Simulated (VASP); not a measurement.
# Bi (I4/mmm) in VASP: a series of runs, part 2 of 2

VASP 6.6.1. The steps go on from the part before.

## (4) Single point, LDA (strain +0.000 along x and y, +0.050 along z, atoms carried along)

File INCAR:

```
SYSTEM = Bi
PREC = Accurate
ENCUT = 520
EDIFF = 1E-6
ISMEAR = 0
SIGMA = 0.05
LREAL = .FALSE.
LASPH = .TRUE.
NELM = 100
ALGO = Fast
ISIF = 2
LWAVE = .FALSE.
LCHARG = .FALSE.
NBANDS = 14
```

File KPOINTS:

```
Automatic mesh
0
G
  10 10 10
  0 0 0
```

File POSCAR:

```
Bi
1.0
   -4.2574820000      4.2574820000      1.5020922000
    4.2574820000     -4.2574820000      1.5020922000
    4.2574820000      4.2574820000     -1.5020922000
Bi
1
Direct
    0.0000000000      0.0000000000      0.0000000000
```

Potentials or basis: VASP PAW LDA potentials, release 64 (Bi_d).

Started as:

```bash
$ cat potpaw_LDA.64/Bi_d/POTCAR > POTCAR
$ mpirun -np 1 vasp_std > vasp.out
```

OUTCAR:

```text
SYSTEM = Bi
   PREC = Accurate
   ENCUT = 520
   EDIFF = 1E-6
   ISMEAR = 0
   LREAL = .FALSE.
   LASPH = .TRUE.
   NELM = 100
   ISIF = 2

 ion  position               nearest neighbor table
   1  0.000  0.000  0.000-

  LATTYP: Found a body centered tetragonal cell.
 ALAT       =     8.5149640000
 C/A-ratio  =     0.3528123431

  Lattice vectors:

 A1 = (  -4.2574820000,   4.2574820000,   1.5020922000)
 A2 = (   4.2574820000,  -4.2574820000,   1.5020922000)
 A3 = (   4.2574820000,   4.2574820000,  -1.5020922000)

Analysis of symmetry for initial positions (statically):
=====================================================================
 Subroutine PRICEL returns:
 Original cell was already a primitive cell.

 Routine SETGRP: Setting up the symmetry group for a
 body centered tetragonal supercell.

 Subroutine GETGRP returns: Found 16 space group operations
 (whereof 16 operations were pure point group operations)
 out of a pool of 16 trial point group operations.

The static configuration has the point symmetry D_4h.

Analysis of symmetry for dynamics (positions and initial velocities):
=====================================================================
 Subroutine PRICEL returns:
 Original cell was already a primitive cell.

 Routine SETGRP: Setting up the symmetry group for a
 body centered tetragonal supercell.

 Subroutine GETGRP returns: Found 16 space group operations
 (whereof 16 operations were pure point group operations)
 out of a pool of 16 trial point group operations.

The dynamic configuration has the point symmetry D_4h.

 Subroutine INISYM returns: Found 16 space group operations
 (whereof 16 operations are pure point group operations),
 and found     1 'primitive' translations

----------------------------------------------------------------------------------------

                                     Primitive cell

  volume of cell :     108.9086

  direct lattice vectors                    reciprocal lattice vectors
    -4.257482000  4.257482000  1.502092200     0.000000000  0.117440309  0.332869048
     4.257482000 -4.257482000  1.502092200     0.117440309  0.000000000  0.332869048
     4.257482000  4.257482000 -1.502092200     0.117440309  0.117440309  0.000000000

  length of vectors
     6.205528740  6.205528740  6.205528740     0.352978794  0.352978794  0.166085677

  position of ions in fractional coordinates (direct lattice)
     0.000000000  0.000000000  0.000000000

  ion indices of the primitive-cell ions
   primitive index   ion index
                 1           1

----------------------------------------------------------------------------------------

 KPOINTS: Automatic mesh

Automatic generation of k-mesh.
 Grid dimensions read from file:
 generate k-points for:   10   10   10

 Generating k-lattice:

  Cartesian coordinates                     Fractional coordinates (reciprocal lattice)
     0.000000000  0.011744031  0.033286905     0.100000000  0.000000000  0.000000000
     0.011744031  0.000000000  0.033286905     0.000000000  0.100000000  0.000000000
     0.011744031  0.011744031  0.000000000     0.000000000  0.000000000  0.100000000

  Length of vectors
     0.035297879  0.035297879  0.016608568

  Shift w.r.t. Gamma in fractional coordinates (k-lattice)
     0.000000000  0.000000000  0.000000000

 Subroutine IBZKPT returns following result:
 ===========================================

 Found    102 irreducible k-points:

 Following reciprocal coordinates:
            Coordinates               Weight
  0.000000  0.000000  0.000000      1.000000
  0.100000  0.000000 -0.000000      8.000000
  0.200000  0.000000 -0.000000      8.000000
  0.300000  0.000000 -0.000000      8.000000
  0.400000 -0.000000  0.000000      8.000000
  0.500000  0.000000  0.000000      4.000000
[... 16 lines left out ...]
  0.300000  0.300000 -0.000000      8.000000
  0.400000  0.300000  0.000000     16.000000
 [... further k-points ...]
   k-points           NKPTS =    102   k-points in BZ     NKDIM =    102   number of bands    NBANDS=     14
   number of dos      NEDOS =    301   number of ions     NIONS =      1
   total plane-waves  NPLWV = 110592
   dimension x,y,z NGX =    48 NGY =   48 NGZ =   48
   dimension x,y,z NGXF=    96 NGYF=   96 NGZF=   96
   ions per type =               1
   NGX,Y,Z   is equivalent  to a cutoff of  12.86, 12.86, 12.86 a.u.
   NGXF,Y,Z  is equivalent  to a cutoff of  25.72, 25.72, 25.72 a.u.
 SYSTEM =  Bi
   PREC   = accura    normal or accurate (medium, high low for compatibility)
   ISTART =      0    job   : 0-new  1-cont  2-samecut
   ICHARG =      2    charge: 1-file 2-atom 10-const
   ISPIN  =      1    spin polarized calculation?
   LNONCOLLINEAR =      F non collinear calculations
   LSORBIT =      F    spin-orbit coupling
   LASPH  =      T    aspherical Exc in radial PAW
   ENCUT  =  520.0 eV  38.22 Ry    6.18 a.u.  11.54 11.54 11.54*2*pi/ulx,y,z
   NELM   =    100;   NELMIN=  2; NELMDL= -5     # of ELM steps
   EDIFF  = 0.1E-05   stopping-criterion for ELM
   LREAL  =      F    real-space projection
   EDIFFG = 0.1E-04   stopping-criterion for IOM
   NSW    =      0    number of steps for IOM
   IBRION =     -1    ionic relax: 0-MD 1-quasi-New 2-CG
   NFREE  =      0    steps in history (QN), initial steepest desc. (CG)
   ISIF   =      2    stress and relaxation
   ISYM   =      2    0-nonsym 1-usesym 2-fastsym
   POTIM  = 0.5000    time-step for ionic-motion
   TEBEG  =    0.0;   TEEND  =   0.0 temperature during run
   PSTRESS=    0.0 pullay stress
   NELECT =      15.0000    total number of electrons
   NUPDOWN=      -1.0000    fix difference up-down
   EMIN   =  10.00;   EMAX   =-10.00  energy-range for DOS
   EFERMI =   0.00;   METHOD = LEGACY
   ISMEAR =     0;   SIGMA  =   0.05  broadening in eV -4-tet -1-fermi 0-gaus
   EFERMI_NEDOS =   21; number of points for ismear=-14 and -15
   IALGO  =     68    algorithm
   IMIX   =      4    mixing-type and parameters
     AMIX     =   0.40;   BMIX     =  1.00
     AMIX_MAG =   1.60;   BMIX_MAG =  1.00
  volume/ion in A,a.u.               =     108.91       734.95
  Fermi-wavevector in a.u.,A,eV,Ry     =   0.845443  1.597656  9.725097  0.714774
  Thomas-Fermi vector in A             =   1.960632
   LORBIT       =      0    0 simple, 1 ext, 2 COOP (PROOUT), +10 PAW based schemes
   GGA     = CA    functional components
   LHFCALC =     F    Hartree Fock is set to
   AEXX    =    0.0000 exact exchange contribution
   IVDW    =     0    specifies the selected vdW correction
   LEPSILON=     F    determine dielectric tensor
   LRPA    =     F    only Hartree local field effects (RPA)
 non-spin polarized calculation
 RMM-DIIS sequential band-by-band and
 Gauss-broadening in eV      SIGMA  =   0.05
  energy-cutoff  :      520.00
  volume of cell :      108.91
 maximum number of plane-waves:      2965
 NGX is ok and might be reduce to    48
   NGX = 23   NGY = 23   NGZ = 23

 number of electron      15.0000006 magnetization

 Free energy of the ion-electron system (eV)
  ---------------------------------------------------
  ext. energy  EPLUGINS =         0.00000000
  ---------------------------------------------------
  free energy    TOTEN  =        -2.99126857 eV

  energy without entropy =       -2.98752544  energy(sigma->0) =       -2.98939700

 E-fermi :  -1.3543     XC(G=0):  -5.0922

 val. band max:       -1.3908293258   @ k =  -0.1000  -0.2000   0.1000
 cond. band min:      -1.3495035799   @ k =   0.4000   0.3000   0.1000
 fundamental gap:      0.0413257459
 Fermi energy:        -1.3542743180

 k-point     1 :       0.0000    0.0000    0.0000
  band No.  band energies     occupation
      1     -24.0227      2.00000
      2     -23.8100      2.00000
      3     -23.8100      2.00000
      4     -23.6124      2.00000
      5     -23.6124      2.00000
      6     -12.6607      2.00000
      7      -2.4533      2.00000
      8      -2.4533      2.00000
      9       1.3649      0.00000
     10       3.2062      0.00000
     11       5.9414      0.00000
     12       6.1404      0.00000
     13       6.4634      0.00000
     14       6.4634      0.00000
[... 377 lines left out ...]
      1     -23.7963      2.00000
      2     -23.7962      2.00000
      3     -23.7438      2.00000
      4     -23.7438      2.00000
      5     -23.6450      2.00000
      6     -11.2316      2.00000
      7      -1.4023      1.82521
      8      -1.3388      0.66257
      9      -1.0258      0.00000
     10       4.1483      0.00000
     11       4.6980      0.00000
     12       5.9178      0.00000
     13       7.1520      0.00000
     14       7.5699      0.00000

 [... further k-points ...]

------------------------ aborting loop because EDIFF is reached ----------------------------------------

  FORCE on cell =-STRESS in cart. coord.  units (eV):
  Direction    XX          YY          ZZ          XY          YZ          ZX
  --------------------------------------------------------------------------------------
  -------------------------------------------------------------------------------------
  Total       -0.1343346     -0.1343346     -1.8767043      0.0000000     -0.0000000      0.0000000
  in kB       -1.9762241     -1.9762241    -27.6085885      0.0000000     -0.0000000      0.0000000
  external PRESSURE =     -10.5203456 kB  Pullay stress =       0.0000000 kB

 VOLUME and BASIS-vectors are now :
 -----------------------------------------------------------------------------
  energy-cutoff  :      520.00
  volume of cell :      108.91
      direct lattice vectors                 reciprocal lattice vectors
    -4.257482000  4.257482000  1.502092200     0.000000000  0.117440309  0.332869048
     4.257482000 -4.257482000  1.502092200     0.117440309  0.000000000  0.332869048
     4.257482000  4.257482000 -1.502092200     0.117440309  0.117440309  0.000000000

 POSITION                                       TOTAL-FORCE (eV/Angst)
 -----------------------------------------------------------------------------------
      0.00000      0.00000      0.00000         0.000000      0.000000     -0.000000
 -----------------------------------------------------------------------------------
    total drift:                               -0.000000      0.000000      0.000000

  FREE ENERGIE OF THE ION-ELECTRON SYSTEM (eV)
  ---------------------------------------------------
  free  energy   TOTEN  =        -2.9912685666 eV

  energy  without entropy=       -2.9875254370  energy(sigma->0) =       -2.98939700
```

stdout:

```text
POSCAR found type information on POSCAR Bi
 POSCAR found :  1 types and       1 ions
 scaLAPACK will be used
 LDA part: xc-table for (Slater(with rela. corr.)+CA(PZ))
 , standard interpolation
 POSCAR, INCAR and KPOINTS ok, starting setup
 FFT: planning ... GRIDC
 FFT: planning ... GRID_SOFT
 FFT: planning ... GRID
 WAVECAR not read
 entering main loop
```

Run time: 2.7 min. Hardware: 1 thread of Intel Xeon Platinum 8488C (Sapphire Rapids), shared host; peak memory 0.33 GiB.

What came out:

```yaml
Free_energy: -2.9913 eV
Pressure: -1.1 GPa
Band_gap_on_the_k_mesh: none (metal or under the smearing width)
```

Levels at points of the mesh, in eV from the Fermi level:
| k point | band 4 | band 5 | band 6 | band 7 | band 8 | band 9 | band 10 | band 11 | band 12 | band 13 |
| --- | --- | --- | --- | --- | --- | --- | --- | --- | --- | --- |
| (0.00, 0.00, 0.00) | -22.26 | -22.26 | -11.31 | -1.10 | -1.10 | 2.72 | 4.56 | 7.30 | 7.49 | 7.82 |
| (0.50, 0.00, 0.00) | -22.43 | -22.09 | -8.43 | -3.20 | 1.52 | 1.53 | 5.80 | 6.05 | 7.80 | 8.73 |
| (0.50, 0.50, 0.00) | -22.26 | -22.26 | -11.30 | -1.50 | -1.06 | 3.79 | 4.98 | 5.80 | 7.48 | 7.67 |
| (0.50, 0.50, 0.50) | -22.26 | -22.26 | -11.29 | -1.43 | -1.43 | 3.87 | 6.45 | 6.45 | 7.05 | 7.46 |

Caveat: spin-orbit coupling is left out, which moves the levels of the heavy elements.

## (5) Single point, LDA (strain +0.000 along x and y, +0.025 along z, atoms carried along)

File INCAR:

```
SYSTEM = Bi
ALGO = Fast ; EDIFF = 1E-6
ENCUT = 520 ; GGA = CA
ISIF = 2 ; ISMEAR = 0
LASPH = .True. ; LCHARG = .False.
LREAL = .False. ; LWAVE = .False.
NBANDS = 14 ; NELM = 80
PREC = Accurate ; SIGMA = 0.05
```

File KPOINTS:

```
k-points
0
Gamma
  10 10 10
  0 0 0
```

File POSCAR:

```
Bi
1.0
   -4.2574820000      4.2574820000      1.4663281000
    4.2574820000     -4.2574820000      1.4663281000
    4.2574820000      4.2574820000     -1.4663281000
Bi
1
Direct
    0.0000000000      0.0000000000      0.0000000000
```

Potentials or basis: VASP PAW LDA potentials, release 64 (Bi_d).

Started as:

```bash
$ cat potpaw_LDA.64/Bi_d/POTCAR > POTCAR
$ mpirun -np 1 vasp_std > vasp.out
```

OUTCAR:

```text
SYSTEM = Bi
   EDIFF = 1E-6
   ENCUT = 520
   GGA = CA
   ISIF = 2
   ISMEAR = 0
   LASPH = .True.
   LREAL = .False.
   NELM = 80
   PREC = Accurate

 ion  position               nearest neighbor table
   1  0.000  0.000  0.000-

  LATTYP: Found a body centered tetragonal cell.
 ALAT       =     8.5149640000
 C/A-ratio  =     0.3444120492

  Lattice vectors:

 A1 = (  -4.2574820000,   4.2574820000,   1.4663281000)
[... 588 lines left out ...]
     11       4.8394      0.00000
     12       6.0609      0.00000
     13       7.4523      0.00000
     14       7.6556      0.00000

 [... further k-points ...]

------------------------ aborting loop because EDIFF is reached ----------------------------------------

  FORCE on cell =-STRESS in cart. coord.  units (eV):
  Direction    XX          YY          ZZ          XY          YZ          ZX
  --------------------------------------------------------------------------------------
  -------------------------------------------------------------------------------------
  Total       -0.1863372     -0.1863372     -1.1819479      0.0000000      0.0000000      0.0000000
  in kB       -2.8081046     -2.8081046    -17.8119773      0.0000000      0.0000000      0.0000000
  external PRESSURE =      -7.8093955 kB  Pullay stress =       0.0000000 kB

 VOLUME and BASIS-vectors are now :
 -----------------------------------------------------------------------------
  energy-cutoff  :      520.00
  volume of cell :      106.32
      direct lattice vectors                 reciprocal lattice vectors
    -4.257482000  4.257482000  1.466328100     0.000000000  0.117440309  0.340987805
     4.257482000 -4.257482000  1.466328100     0.117440309  0.000000000  0.340987805
     4.257482000  4.257482000 -1.466328100     0.117440309  0.117440309  0.000000000

 POSITION                                       TOTAL-FORCE (eV/Angst)
 -----------------------------------------------------------------------------------
      0.00000      0.00000      0.00000        -0.000000      0.000000     -0.000000
 -----------------------------------------------------------------------------------
    total drift:                                0.000000     -0.000000      0.000000

  FREE ENERGIE OF THE ION-ELECTRON SYSTEM (eV)
  ---------------------------------------------------
  free  energy   TOTEN  =        -3.0276190062 eV

  energy  without entropy=       -3.0200974895  energy(sigma->0) =       -3.02385825
```

stdout:

```text
POSCAR found type information on POSCAR Bi
 POSCAR found :  1 types and       1 ions
 scaLAPACK will be used
 LDA part: xc-table for (Slater(with rela. corr.)+CA(PZ))
 , standard interpolation
 POSCAR, INCAR and KPOINTS ok, starting setup
 FFT: planning ... GRIDC
 FFT: planning ... GRID_SOFT
 FFT: planning ... GRID
 WAVECAR not read
 entering main loop
```

It took 3.2 min on 1 thread of Intel Xeon Platinum 8488C (Sapphire Rapids), shared host; peak memory 0.32 GiB.

What came out:

| Quantity | Value |
| --- | --- |
| Free energy | -3.0276 eV |
| Pressure | -0.8 GPa |
| Band gap on the k mesh | none (metal or under the smearing width) |

Levels at points of the mesh, in eV from the Fermi level:
```csv
k point,band 6,band 7,band 8,band 9,band 10,band 11
"(0.00, 0.00, 0.00)",-11.59,-1.29,-1.29,2.66,4.49,7.20
"(0.50, 0.00, 0.00)",-8.33,-3.54,1.61,1.62,5.87,6.09
"(0.50, 0.50, 0.00)",-11.58,-1.67,-1.25,3.72,4.92,5.73
"(0.50, 0.50, 0.50)",-11.57,-1.61,-1.61,3.82,6.36,6.36
```

Caveat: spin-orbit coupling is left out, which moves the levels of the heavy elements.

## (6) Overview

```csv
cell,further INCAR settings,gap on the mesh (eV),pressure (GPa)
"strain -0.050 along x and y, +0.000 along z, atoms carried along",ALGO = Fast; EDIFF = 1e-06; NBANDS = 14,none,-1.0
"strain -0.025 along x and y, -0.050 along z, atoms carried along",ALGO = Fast; EDIFF = 1e-07; NBANDS = 14,none,0.4
"strain +0.000 along x and y, +0.050 along z, atoms carried along",ALGO = Fast; EDIFF = 1e-06; NBANDS = 14,none,-1.1
"strain +0.000 along x and y, +0.025 along z, atoms carried along",ALGO = Fast; EDIFF = 1e-06; NBANDS = 14,none,-0.8
```

Alike in all rows: task single point; level LDA; potentials or basis VASP PAW LDA potentials, release 64 (Bi_d); no spin polarisation; k mesh 10 × 10 × 10; cutoff (eV) 520; smearing gaussian 0.05 eV.

Caveats: spin-orbit coupling is left out, which moves the levels of the heavy elements.

Absolute energies hang on the potentials; compare differences alone.
